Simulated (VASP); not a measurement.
VASP inputs for CdSe (zincblende)

INCAR

```
ENCUT = 600
IBRION = 2
ISIF = 3
LCHARG = .FALSE.
NELM = 120
LWAVE = .FALSE.
EDIFF = 1E-7
NSW = 40
LASPH = .TRUE.
EDIFFG = -5E-3
LREAL = .FALSE.
PREC = Accurate
ISMEAR = -1
SIGMA = 0.02
NBANDS = 16
GGA = PE
```

KPOINTS

```
KPOINTS created by Atomic Simulation Environment
0
Gamma
6 6 6
0 0 0
```

POSCAR

```
Cd Se
 1.0000000000000000
     0.0000000000000000    2.9590355997000000    2.9590355997000000
     2.9590355997000000    0.0000000000000000    2.9590355997000000
     2.9590355997000000    2.9590355997000000    0.0000000000000000
 Cd  Se
   1   1
Cartesian
  0.0000000000000000  0.0000000000000000  0.0000000000000000
  1.4795177998500000  1.4795177998500000  1.4795177998500000
```

VASP ran with the recommended PBE PAW datasets (18 valence electrons in the cell).

Q: Estimate the main results of this run.

A: relaxed cell vector lengths 4.388, 4.388, 4.388 Å; relaxed cell volume 59.74 Å³.
